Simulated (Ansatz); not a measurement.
Cs, fcc: how the functional moves the structure

All rows: Ansatz, plane waves with scalar-relativistic PAW, 420 eV (500 eV for the SCAN forms), relaxed under each functional, no dispersion correction, no zero-point motion. B₀ comes from uniform scaling at fixed shape; a dash is a value not given.

| functional | V (Å³/atom) | cell | B₀ (GPa) | magnetic state | ΔE to bcc (meV/atom) |
| --- | --- | --- | --- | --- | --- |
| PBE | 116.48 | a = 7.752 Å | - | spin not included | -1 |
| r²SCAN | 123.60 | a = 7.907 Å | - | spin not included | 2 |
| PBEsol | 110.45 | a = 7.616 Å | 2 | spin not included | -1 |
| LDA | 96.17 | a = 7.273 Å | 2 | spin not included | 1 |
| revPBE | 128.75 | a = 8.015 Å | 2 | spin not included | -1 |
| BLYP | 124.50 | a = 7.926 Å | 2 | spin not included | -4 |

**Question.** What does RPBE give?

**Answer.** V (Å³/atom): 131.02; cell: a = 8.062 Å; magnetic state: spin not included; ΔE to bcc (meV/atom): -1.
